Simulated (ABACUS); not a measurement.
# CoO (R-3m) in ABACUS: equation of state

How stiff is CoO in PBEsol, and what volume does it want? The cell is scaled to several volumes.

All numbers are computed with ABACUS 3.10.1; they aren't measurements. Logs are shortened: lines on timing, memory, paths and dates and some standing lists are left out, and cuts for length are marked.

### 1 The crystal as given

It takes space group R-3m (No. 166, trigonal). The conventional cell has a = 3.011 Å, b = 3.011 Å, c = 7.320 Å, α = 90.00°, β = 90.00°, γ = 120.00°. Co (site symmetry -3m) has 6 O at 2.12 Å as nearest neighbours. Around O (site symmetry -3m) lie 6 Co at 2.12 Å.

The cell is a database's computed one.

### 2 Equation of state, PBEsol, collinear spin, ferromagnetic start, 9.00 Å³/atom (volume scaled by 0.94)

The input, INPUT:

```
INPUT_PARAMETERS
suffix              CoO
calculation         scf
basis_type          pw
pseudo_dir          ./
symmetry            1
dft_functional      pbesol
ecutwfc             97
pseudo_rcut         7
nspin               2
nbands              17
ks_solver           dav
smearing_method     fd
smearing_sigma      0.00367493
scf_thr             1e-08
scf_nmax            100
mixing_type         broyden
mixing_beta         0.4
cal_force           1
cal_stress          1
kpar                4
```

The input, STRU:

```
ATOMIC_SPECIES
Co 58.9332 Co.upf
O 15.9990 O.upf

LATTICE_CONSTANT
1.8897261246

LATTICE_VECTORS
1.4747370529 0.8514398345 2.3901185036
-1.4747370529 0.8514398345 2.3901185036
0.0000000000 -1.7028796690 2.3901185036

ATOMIC_POSITIONS
Direct

Co
0.0
1
0.0000000000 0.0000000000 0.0000000000 1 1 1 mag 2

O
0.0
1
0.5000000000 0.5000000000 0.5000000000 1 1 1 mag 0
```

The input, KPT:

```
K_POINTS
0
Gamma
11 11 11 0 0 0
```

Potentials or basis: PseudoDojo NC SR 0.4.1 PBEsol standard, plane waves.

Launch:

```bash
> OMP_NUM_THREADS=1 mpirun -np 4 abacus > log
```

running log:

```text
ABACUS v3.10.1

               Atomic-orbital Based Ab-initio Computation at UStc

 ------------------------------------------------------------------------------------

 READING GENERAL INFORMATION
                           global_out_dir = OUT.CoO/
                           global_in_card = INPUT
                               pseudo_dir = ./
                              orbital_dir =
                                    DSIZE = 4
                                    GSIZE = 1

 READING UNITCELL INFORMATION
                                    ntype = 2
                  lattice constant (Bohr) = 1.88973
              lattice constant (Angstrom) = 1

 READING ATOM TYPE 1
                               atom label = Co
                      L=0, number of zeta = 1
                      L=1, number of zeta = 1
                      L=2, number of zeta = 1
             number of atom for this type = 1
               magnetization of element 1 = 2

 READING ATOM TYPE 2
                               atom label = O
                      L=0, number of zeta = 1
                      L=1, number of zeta = 1
                      L=2, number of zeta = 1
             number of atom for this type = 1
               magnetization of element 2 = 0

                        TOTAL ATOM NUMBER = 2
DIRECT COORDINATES
    atom                   x                   y                   z     mag                  vx                  vy                  vz
taud_Co1            0.0000000000        0.0000000000        0.0000000000  2.0000        0.0000000000        0.0000000000        0.0000000000
taud_O1            0.5000000000        0.5000000000        0.5000000000  0.0000        0.0000000000        0.0000000000        0.0000000000

                          Volume (Bohr^3) = 121.517
                             Volume (A^3) = 18.0069

 Lattice vectors: (Cartesian coordinate: in unit of a_0)
             +1.47474            +0.85144            +2.39012
             -1.47474            +0.85144            +2.39012
                   +0            -1.70288            +2.39012
 Reciprocal vectors: (Cartesian coordinate: in unit of 2 pi/a_0)
            +0.339043           +0.195747           +0.139463
            -0.339043           +0.195747           +0.139463
                   +0           -0.391494           +0.139463
 The esolver type has been set to : ksdft_pw

                PAO radial cut off (Bohr) = 7

 Read in pseudopotential file is Co.upf
                     pseudopotential type = NC
          exchange-correlation functional = PBESOL
                 nonlocal core correction = 1
                        valence electrons = 17
                                     lmax = 2
                           number of zeta = 4
                     number of projectors = 6
[... 212 lines left out ...]

 Make real space PAO into reciprocal space.
       max mesh points in Pseudopotential = 701
     dq(describe PAO in reciprocal space) = 0.01
                                    max q = 1186

 number of pseudo atomic orbitals for Co is 4
WARNING: norm of atomic wavefunction # 3 of atomic type Co is 0.999987, renormalized
WARNING: norm of atomic wavefunction # 4 of atomic type Co is 0.99734, renormalized

 number of pseudo atomic orbitals for O is 2
WARNING: norm of atomic wavefunction # 2 of atomic type O is 0.999978, renormalized

 -------------------------------------------
 SELF-CONSISTENT
 -------------------------------------------
                                 init_chg = atomic

 PW ALGORITHM --------------- ION=   1  ELEC=   1--------------------------------
 Notice: Threshold on eigenvalues was too large.
 hsover_error=0.23 > DRHO=0.163607
 Origin diag ethr = 0.01
 New diag ethr = 0.000711334
          total magnetism (Bohr mag/cell) = 2.30718
       absolute magnetism (Bohr mag/cell) = 2.30721
                        nelec for spin up = 12.6536
                      nelec for spin down = 10.3464

 Density error is 0.163935646689
                          Error Threshold = 0.000711334120057
----------------------------------------------------------
     Energy           Rydberg                 eV
----------------------------------------------------------
 E_KohnSham     -338.5046991750      -4605.5927085555
 E_Harris       -338.0035894703      -4598.7747612482
 E_Fermi        1.1065770138         15.0557526629
----------------------------------------------------------
[... 151 lines left out ...]
 Density error is 5.24557294002e-09
                          Error Threshold = 5.62705191465e-11
----------------------------------------------------------
     Energy           Rydberg                 eV
----------------------------------------------------------
 E_KohnSham     -338.5412792689      -4606.0904062661
 E_KS(sigma->0) -338.5401533695      -4606.0750876194
 E_Harris       -338.5411739443      -4606.0889732512
 E_band         -19.9848411327       -271.9077130295
 E_one_elec     -144.9150666310      -1971.6706322314
 E_Hartree      88.1195946265        1198.9285923703
 E_xc           -63.9542693714       -870.1424748778
 E_Ewald        -217.7892860942      -2963.1752542338
 E_entropy(-TS) -0.0022517987        -0.0306372933
 E_descf        0.0000000000         0.0000000000
 E_exx          0.0000000000         0.0000000000
 E_Fermi        1.1411204829         15.5257406721
----------------------------------------------------------

 charge density convergence is achieved
 final etot is -4606.0904063 eV
 EFERMI = 15.525740672 eV

 STATE ENERGY(eV) AND OCCUPATIONS    NSPIN == 2
SPIN UP :
 1/37 kpoint (Cartesian) = 0.0000 0.0000 0.0000 (1947 pws)
       1       -80.8904    0.000751315
       2       -44.3724    0.000751315
       3       -44.3724    0.000751315
       4       -44.3650    0.000751315
       5       -5.38444    0.000751315
       6        11.9072    0.000751315
[... 9 lines left out ...]
      16        33.8419        0.00000
[... 82 lines left out ...]
       4       -44.3728     0.00450789
       5       -3.96254     0.00450789
       6        6.62932     0.00450789
[... 9 lines left out ...]
      16        29.2802        0.00000
      17        29.3924        0.00000

[... levels at 68 further k points ...]

------------------------------------------------------------------------------------------
 TOTAL-FORCE (eV/Angstrom)
------------------------------------------------------------------------------------------
                       Co1         0.0000000000         0.0000000000         0.0000000000
                        O1         0.0000000000         0.0000000000         0.0000000000
------------------------------------------------------------------------------------------

----------------------------------------------------------------
 TOTAL-STRESS (KBAR)
----------------------------------------------------------------
        16.4638097222        -0.0000000000         0.0000000000
        -0.0000000000        16.4638097212        -0.0000000000
        -0.0000000000         0.0000000000        10.1861596238
----------------------------------------------------------------
 TOTAL-PRESSURE: 14.371260 KBAR

 --------------------------------------------
 !FINAL_ETOT_IS -4606.0904062660692944 eV
 --------------------------------------------
```

It took 30 s on 4 MPI ranks of AMD EPYC 9R45 (Zen 5), shared host; peak memory 0.48 GiB.

Results:

```yaml
Free_energy: -4606.0904 eV
Pressure: 1.4 GPa
Band_gap_on_the_k_mesh: none (metal or under the smearing width)
Net_moment: 2.84 μB per cell
Absolute_moment: 2.86 μB per cell
```

Caveat: a cell with one magnetic atom can't hold antiferromagnetic order, which such compounds often take; semilocal functionals often make such compounds metallic where correlation or magnetic order opens a gap, which also shifts bond lengths.

### 3 Equation of state, PBEsol, collinear spin, ferromagnetic start, 9.20 Å³/atom (volume scaled by 0.96)

INPUT is that of step 2.

STRU, as its differences from that of step 2:

```diff
@@ -8,5 +8,5 @@
 LATTICE_VECTORS
-1.4747370529 0.8514398345 2.3901185036
--1.4747370529 0.8514398345 2.3901185036
-0.0000000000 -1.7028796690 2.3901185036
+1.4851228673 0.8574360872 2.4069508786
+-1.4851228673 0.8574360872 2.4069508786
+0.0000000000 -1.7148721745 2.4069508786
```

KPT is that of step 2.

Potentials or basis: PseudoDojo NC SR 0.4.1 PBEsol standard, plane waves.

Launch:

```bash
> OMP_NUM_THREADS=1 mpirun -np 4 abacus > log
```

Wall time 31 s (4 MPI ranks of AMD EPYC 9R45 (Zen 5), shared host); peak memory 0.48 GiB.

It converged, with:

| Item | Value |
| --- | --- |
| Free energy | -4606.0892 eV |
| Pressure | -2.5 GPa |
| Band gap on the k mesh | none (metal or under the smearing width) |
| Net moment | 2.89 μB per cell |
| Absolute moment | 2.91 μB per cell |

Caveat: a cell with one magnetic atom can't hold antiferromagnetic order, which such compounds often take; semilocal functionals often make such compounds metallic where correlation or magnetic order opens a gap, which also shifts bond lengths.

### 4 Equation of state, PBEsol, collinear spin, ferromagnetic start, 9.39 Å³/atom (volume scaled by 0.98)

INPUT is that of step 3.

STRU, as its differences from that of step 3:

```diff
@@ -8,5 +8,5 @@
 LATTICE_VECTORS
-1.4851228673 0.8574360872 2.4069508786
--1.4851228673 0.8574360872 2.4069508786
-0.0000000000 -1.7148721745 2.4069508786
+1.4953654176 0.8633496264 2.4235510644
+-1.4953654176 0.8633496264 2.4235510644
+0.0000000000 -1.7266992528 2.4235510644
```

KPT is that of step 3.

Launch:

```bash
> OMP_NUM_THREADS=1 mpirun -np 4 abacus > log
```

It took 29 s on 4 MPI ranks of AMD EPYC 9R45 (Zen 5), shared host; peak memory 0.48 GiB.

Results (log left out):

| Quantity | Value |
| --- | --- |
| Free energy | -4606.0791 eV |
| Pressure | -6.0 GPa |
| Band gap on the k mesh | none (metal or under the smearing width) |
| Net moment | 2.94 μB per cell |
| Absolute moment | 2.96 μB per cell |

Caveat: a cell with one magnetic atom can't hold antiferromagnetic order, which such compounds often take; semilocal functionals often make such compounds metallic where correlation or magnetic order opens a gap, which also shifts bond lengths.

### 5 Equation of state, PBEsol, collinear spin, ferromagnetic start, 9.58 Å³/atom

INPUT is that of step 4.

STRU, as its differences from that of step 4:

```diff
@@ -8,5 +8,5 @@
 LATTICE_VECTORS
-1.4953654176 0.8633496264 2.4235510644
--1.4953654176 0.8633496264 2.4235510644
-0.0000000000 -1.7266992528 2.4235510644
+1.5054695445 0.8691832468 2.4399269062
+-1.5054695445 0.8691832468 2.4399269062
+0.0000000000 -1.7383664936 2.4399269062
```

KPT is that of step 4.

Launch:

```bash
> OMP_NUM_THREADS=1 mpirun -np 4 abacus > log
```

Wall time 29 s (4 MPI ranks of AMD EPYC 9R45 (Zen 5), shared host); peak memory 0.48 GiB.

Results (log left out):

```
Free energy            : -4606.0608 eV
Pressure               : -9.4 GPa
Band gap on the k mesh : none (metal or under the smearing width)
Net moment             : 2.97 μB per cell
Absolute moment        : 2.99 μB per cell
```

Caveat: a cell with one magnetic atom can't hold antiferromagnetic order, which such compounds often take; semilocal functionals often make such compounds metallic where correlation or magnetic order opens a gap, which also shifts bond lengths.

### 6 Equation of state, PBEsol, collinear spin, ferromagnetic start, 9.77 Å³/atom (volume scaled by 1.02)

INPUT is that of step 5.

STRU, as its differences from that of step 5:

```diff
@@ -8,5 +8,5 @@
 LATTICE_VECTORS
-1.5054695445 0.8691832468 2.4399269062
--1.5054695445 0.8691832468 2.4399269062
-0.0000000000 -1.7383664936 2.4399269062
+1.5154398320 0.8749395950 2.4560858334
+-1.5154398320 0.8749395950 2.4560858334
+0.0000000000 -1.7498791900 2.4560858334
```

KPT is that of step 5.

Potentials or basis: PseudoDojo NC SR 0.4.1 PBEsol standard, plane waves.

Launch:

```bash
> OMP_NUM_THREADS=1 mpirun -np 4 abacus > log
```

Run time: 29 s. Hardware: 4 MPI ranks of AMD EPYC 9R45 (Zen 5), shared host; peak memory 0.48 GiB.

The run converged. Its results:

| Quantity | Value |
| --- | --- |
| Free energy | -4606.0347 eV |
| Pressure | -12.5 GPa |
| Band gap on the k mesh | none (metal or under the smearing width) |
| Net moment | 2.99 μB per cell |
| Absolute moment | 3.01 μB per cell |

Caveat: a cell with one magnetic atom can't hold antiferromagnetic order, which such compounds often take; semilocal functionals often make such compounds metallic where correlation or magnetic order opens a gap, which also shifts bond lengths.

### 7 Equation of state, PBEsol, collinear spin, ferromagnetic start, 9.96 Å³/atom (volume scaled by 1.04)

INPUT is that of step 6.

STRU, as its differences from that of step 6:

```diff
@@ -8,5 +8,5 @@
 LATTICE_VECTORS
-1.5154398320 0.8749395950 2.4560858334
--1.5154398320 0.8749395950 2.4560858334
-0.0000000000 -1.7498791900 2.4560858334
+1.5252806262 0.8806211801 2.4720348897
+-1.5252806262 0.8806211801 2.4720348897
+0.0000000000 -1.7612423603 2.4720348897
```

KPT is that of step 6.

Launch:

```bash
> OMP_NUM_THREADS=1 mpirun -np 4 abacus > log
```

Run time: 29 s. Hardware: 4 MPI ranks of AMD EPYC 9R45 (Zen 5), shared host; peak memory 0.52 GiB.

Results (log left out):

```yaml
Free_energy: -4606.0014 eV
Pressure: -15.3 GPa
Band_gap_on_the_k_mesh: none (metal or under the smearing width)
Net_moment: 3.00 μB per cell
Absolute_moment: 3.01 μB per cell
```

Caveat: a cell with one magnetic atom can't hold antiferromagnetic order, which such compounds often take; semilocal functionals often make such compounds metallic where correlation or magnetic order opens a gap, which also shifts bond lengths.

### 8 Equation of state, PBEsol, collinear spin, ferromagnetic start, 10.15 Å³/atom (volume scaled by 1.06)

INPUT is that of step 7.

STRU, as its differences from that of step 7:

```diff
@@ -8,5 +8,5 @@
 LATTICE_VECTORS
-1.5252806262 0.8806211801 2.4720348897
--1.5252806262 0.8806211801 2.4720348897
-0.0000000000 -1.7612423603 2.4720348897
+1.5349960513 0.8862303835 2.4877807593
+-1.5349960513 0.8862303835 2.4877807593
+0.0000000000 -1.7724607669 2.4877807593
```

KPT is that of step 7.

Launch:

```bash
> OMP_NUM_THREADS=1 mpirun -np 4 abacus > log
```

It took 38 s on 4 MPI ranks of AMD EPYC 9R45 (Zen 5), shared host; peak memory 0.52 GiB.

The run converged. Its results:

```yaml
Free_energy: -4605.9617 eV
Pressure: -17.9 GPa
Band_gap_on_the_k_mesh: none (metal or under the smearing width)
Net_moment: 3.00 μB per cell
Absolute_moment: 3.02 μB per cell
```

Caveat: a cell with one magnetic atom can't hold antiferromagnetic order, which such compounds often take; semilocal functionals often make such compounds metallic where correlation or magnetic order opens a gap, which also shifts bond lengths.

### 9 Equation of state, PBEsol, collinear spin, ferromagnetic start

Potentials or basis: PseudoDojo NC SR 0.4.1 PBEsol standard, plane waves.

No new run: the results of the series are fitted here.

What came out:

```yaml
Equilibrium_volume: "9.07 Å³/atom (rough: see the caveat)"
Bulk_modulus_at_fixed_shape_and_positions: 185 GPa (rough)
```

Energy against volume, from the lowest point:
```tsv
volume (Å³/atom)	energy (meV/atom)
9.003	0.00
9.195	0.61
9.387	5.66
9.578	14.83
9.770	27.86
9.961	44.49
10.153	64.36
```

Caveat: the fit is doubtful: noisy points or a state that changes with volume; the cell was scaled at fixed shape and fractional positions, which overstates the stiffness of a crystal with free parameters, most of all of layers and chains.
